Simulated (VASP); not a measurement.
Set up this calculation in VASP 6.6.1, as the native input.

| Property | Result |
| --- | --- |
| Task | relaxation of cell and atoms |
| Functional | PBE |
| Potentials or basis | VASP PAW PBE potentials, release 64 (Pt, Te) |
| Cutoff | 600 eV |
| k mesh | 10 × 10 × 6 |
| Occupations | fermi-dirac, width 0.05 eV |
| Spin | no spin polarisation |
| Dipole correction | no |
| Further INCAR settings | ALGO = Fast; EDIFF = 1e-06; IBRION = 2; EDIFFG = -0.005; NSW = 100; ISIF = 3 |

The structure of Te2Pt lies in POSCAR:

```
Te2Pt
1.0
    3.8993644183      0.0000000000      0.0000000000
   -1.9496822091      3.3769486448      0.0000000000
    0.0000000000      0.0000000000      6.2389830692
Pt Te
1 2
Direct
    0.0000000000      0.0000000000      0.0000000000
    0.3333333333      0.6666666667      0.2500000000
    0.6666666667      0.3333333333      0.7500000000
```

The cell was built by a generator and isn't the measured one.

The cell isn't the ideal one: cell and atoms relaxed from a first guess.

These files were run (other wordings do the same):

INCAR

```
SYSTEM = Te2Pt
ALGO = Fast
EDIFF = 1E-6
EDIFFG = -0.005
ENCUT = 600
GGA = PE
IBRION = 2
ISIF = 3
ISMEAR = -1
LASPH = .True.
LCHARG = .False.
LREAL = .False.
LWAVE = .False.
NELM = 100
NSW = 100
PREC = Accurate
SIGMA = 0.05
```

KPOINTS

```
k-points
0
Gamma
  10 10 6
  0 0 0
```

Potentials or basis: VASP PAW PBE potentials, release 64 (Pt, Te).

Command:

```console
$ cat potpaw_PBE.64/Pt/POTCAR potpaw_PBE.64/Te/POTCAR > POTCAR
$ mpirun -np 1 vasp_std > vasp.out
```

Results of the run:

```
Relaxed volume                         : 25.88 Å³/atom
Relaxed cell                           : a = 4.088 Å, b = 4.088 Å, c = 5.364 Å, α = 90.00°, β = 90.00°, γ = 120.00°
Space group after relaxing (to 0.05 Å) : P-3m1 (No. 164)
Energy gained by relaxing              : 84.1 meV/atom
Ionic steps                            : 35
Pressure after relaxing                : 0.0 GPa
Band gap on the k mesh                 : none (metal or under the smearing width)
```

Caveat: this functional lacks dispersion, which binds the layers, so the pressure and a relaxed spacing across them are unreliable.

Wall time 17 min on 1 thread of Intel(R) Xeon(R) Platinum 8375C CPU @ 2.90GHz (Ice Lake), with other jobs on the host, peak memory 0.32 GiB.
